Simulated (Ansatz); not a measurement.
LiI (rock salt)

```
LiI
1.0
    0.00000     3.00952     3.00952
    3.00952     0.00000     3.00952
    3.00952     3.00952     0.00000
I Li
1 1
Cartesian
  0.00000   0.00000   0.00000
  3.00952   3.00952   3.00952
```

A phonon eigenvector at Γ is frozen into this cell: atom i moves by Q times the vector below, so Q is the largest atomic displacement, in Å. The cell is held. It is one choice among 3 degenerate patterns.

| atom | x | y | z |
|---|---|---|---|
| I1 | 0.000 | 0.000 | 0.055 |
| Li2 | 0.000 | 0.000 | -1.000 |

The numbers are results of PBE (plane waves to 420 eV, PAW, scalar-relativistic; Ansatz, an electronic-structure program), not measurements. k mesh 10×10×10 (Γ-centred), Fermi-Dirac smearing 0.05 eV. E stands for the smeared free energy. LiI was relaxed with its symmetry unable to fall. Spin-orbit coupling is left out, though I is heavy. ΔE is measured from the undisplaced structure.

```json
[
 {"Q (Å)": "-0.180", "ΔE (meV/cell)": "7.2"},
 {"Q (Å)": "-0.150", "ΔE (meV/cell)": "withheld"},
 {"Q (Å)": "-0.120", "ΔE (meV/cell)": "2.9"},
 {"Q (Å)": "-0.090", "ΔE (meV/cell)": "1.6"},
 {"Q (Å)": "-0.060", "ΔE (meV/cell)": "0.7"},
 {"Q (Å)": "-0.030", "ΔE (meV/cell)": "0.2"},
 {"Q (Å)": "0.000", "ΔE (meV/cell)": "0.0"},
 {"Q (Å)": "0.030", "ΔE (meV/cell)": "0.2"},
 {"Q (Å)": "0.060", "ΔE (meV/cell)": "0.7"},
 {"Q (Å)": "0.090", "ΔE (meV/cell)": "1.6"},
 {"Q (Å)": "0.120", "ΔE (meV/cell)": "2.9"},
 {"Q (Å)": "0.150", "ΔE (meV/cell)": "withheld"},
 {"Q (Å)": "0.180", "ΔE (meV/cell)": "7.2"}
]
```

Q: Fit an even polynomial form (powers 2, 4) to the given rows and predict ΔE at Q = 0.150.

A: Least squares on the 11 given rows: ΔE = (187.1)·Q² + (1081)·Q⁴, in meV/cell with Q in Å; root-mean-square residual 0.02 meV/cell. At 0.150 the fit gives 4.8 meV/cell; the calculation gives 4.8 meV/cell, the same to the digits shown. The quadratic term alone would give 4.2 meV/cell.

(For displaced atoms, the force is minus the slope of the energy, and its curvature is a force constant, which sets phonon frequencies.)
